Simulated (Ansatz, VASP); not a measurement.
# Ru in VASP and in Ansatz

```
CELL_PARAMETERS angstrom
0.06668 1.93842 1.93842
1.93842 0.06668 1.93842
1.93842 1.93842 0.06668
ATOMIC_POSITIONS crystal
Ru 0.00000 0.00000 0.00000
```

Change from the starting cell: equal engineering shear yz, xz and xy +0.0350, equal normal strain along x, y and z +0.0000.

Alike in both runs: task single point; functional PBE; k mesh 20 × 20 × 20; occupations gaussian, width 0.15 eV; no spin polarisation.

|  | VASP | Ansatz |
| --- | --- | --- |
| version | VASP 6.6.1 | Ansatz 0.2.0 |
| potentials or method | VASP PAW PBE potentials, release 64 (Ru_pv) | scalar-relativistic, plane waves, PAW |
| plane-wave cutoff (eV) | 520 | 420 |
| valence electrons in the cell | 14 | 16 |

```tsv
	VASP	Ansatz	Ansatz less VASP
gap on the k mesh at the Fermi level (eV)	none	none	-
pressure (GPa)	1.4	1.6	+0.19
largest component of the traceless stress (GPa)	8.28	8.29	+0.008
```

A gap of «none» marks a metal or a gap that the smearing closes. The two sets of potentials don't hold the same shells in valence.
